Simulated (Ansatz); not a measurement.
Two Ansatz runs on SiC

The cell is COD entry 1010995, as deposited and not checked against the literature; nothing was relaxed. It is an old determination, and later ones may differ.

First run: DFT, LDA, all-electron LAPW, scalar-relativistic (Ansatz 0.2.0).

Command: `ansatz run input.yaml --threads 1 --pin off --max-ram 2048MiB --backend cpu --events-out ev --progress --plain --runs-dir out` The run took 37 s on 1 thread of Arm Neoverse V1, with other jobs on the host, peak memory 0.4 GiB.

```yaml
crystal:
  lattice:
    - [0.0, 2.174, 2.174]
    - [2.174, 0.0, 2.174]
    - [2.174, 2.174, 0.0]
  atoms:
    - { symbol: Si, position: [0.0, 0.0, 0.0] }
    - { symbol: C, position: [0.75, 0.75, 0.75] }
kpoints:
  mp_grid: { grid: [16, 16, 16] }
  band_path:
    path:
      - [0.0, 0.0, 0.0]
      - [-0.5, -0.5, 0.0]
      - [-0.375, -0.375, 0.25]
      - [-0.375, 0.0, 0.375]
      - [0.0, 0.0, 0.0]
      - [0.0, 0.0, 0.5]
      - [-0.5, -0.25, 0.25]
      - [-0.5, -0.5, 0.0]
    npoints: 5
scf:
  occupations: { method: fermi_dirac, width: 0.05 }
hamiltonian:
  xc: lda
  pseudopotentials: { kind: all_electron, lapw: { basis_error: 0.00025 } }
output:
  forces: true
  stress: true
  eigenvalues: true
```

Result: converged; pressure -2.97 GPa; gap on the k mesh 1.31 eV; 7 SCF iterations.

The input is then changed:

```diff
@@ -8,5 +8,5 @@
     - { symbol: C, position: [0.75, 0.75, 0.75] }
 kpoints:
-  mp_grid: { grid: [16, 16, 16] }
+  mp_grid: { grid: [16, 16, 16], shift: [0.5, 0.5, 0.5] }
   band_path:
     path:
```

**Question.** Predict the outcome of the changed run.

**Answer.** It converged; energy at zero smearing 0.0 meV/atom from the first run; pressure -2.97 GPa; gap on the k mesh 1.40 eV (the mesh can miss the band edges); 7 SCF iterations.
